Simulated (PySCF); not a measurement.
Molecule: SMILES c1ccncc1, C$_{5}$H$_{5}$N.

Bonds (- single, = double, # triple, : aromatic): C1:C2 1.393 Å, C2:C3 1.395 Å, C3:N4 1.331 Å, N4:C5 1.331 Å, C5:C6 1.395 Å, C6:C1 1.393 Å. C1 carries H7; C2 carries H8; C3 carries H9; C5 carries H10; C6 carries H11.

Geometry PBE0-D3(BJ)/def2-SVP throughout; GIAO in PySCF 2.14.0 with density-fitted response routines, gas phase, one conformer, non-relativistic; equivalent atoms averaged; basis pcSseg-2.

For orientation, OPBE gives these absolute shieldings σ: C3/C5 30.8, C1 47.1, C2/C6 58.0, N4 -82.4, H9/H10 22.26, H7 23.45, H8/H11 23.87 ppm.

A run gave: C3/C5 20.4, C1 35.0, C2/C6 50.3, N4 -103.2, H9/H10 22.31, H7 23.31, H8/H11 23.77 ppm (absolute shieldings σ).

Problem. Which functional was used in that run?
A. CAM-B3LYP
B. BHandHLYP
C. LC-wPBE
D. HF

Solution. C. H7 tells them apart best: LC-wPBE gives 23.31, CAM-B3LYP gives 23.51, BHandHLYP gives 23.61, HF gives 23.65 ppm.
